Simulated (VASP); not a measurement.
Wanted: the native input for a VASP 6.6.1 run.

```
Task                   : single point
Functional             : PBE
Potentials or basis    : VASP PAW PBE potentials, release 64 (Ga_d)
Cutoff                 : 520 eV
k mesh                 : 4 × 4 × 4
Occupations            : fermi-dirac, width 0.1 eV
Spin                   : no spin polarisation
Dipole correction      : no
Further INCAR settings : ALGO = Normal; EDIFF = 1e-06; NBANDS = 34
```

The structure of Ga lies in POSCAR:

```
Ga
1.0
    2.3107965883     -3.8729245011      0.0000000000
    2.3107965883      3.8729245011      0.0000000000
    0.0000000000      0.0000000000      4.5463106629
Ga
4
Direct
    0.8442122842      0.1557877158      0.0839450123
    0.6557877158      0.3442122842      0.5839450123
    0.1557877158      0.8442122842      0.9160549877
    0.3442122842      0.6557877158      0.4160549877
```

One way to write it, as run:

INCAR

```
PREC = Accurate
ENCUT = 520
EDIFF = 1E-6
ISMEAR = -1
SIGMA = 0.1
LREAL = F
LASPH = T
NELM = 100
ALGO = Normal
ISIF = 2
LWAVE = F
LCHARG = F
GGA = PE
NBANDS = 34
```

KPOINTS

```
regular mesh
0
Gamma
  4 4 4
```

Potentials or basis: VASP PAW PBE potentials, release 64 (Ga_d).

Run with:

```bash
$ cat potpaw_PBE.64/Ga_d/POTCAR > POTCAR
$ mpirun -np 1 vasp_std > vasp.out
```

Results of the run:

| Item | Value |
| --- | --- |
| Pressure | 0.0 GPa |
| Largest force | 0.162 eV/Å |
| Band gap on the k mesh | none (metal or under the smearing width) |

Caveat: the k mesh is coarse (spacing up to 0.40 Å⁻¹), so the values aren't converged.

Run time: 64 s on 1 thread of Intel(R) Xeon(R) Platinum 8488C (Sapphire Rapids), on a shared host, peak memory 0.21 GiB.
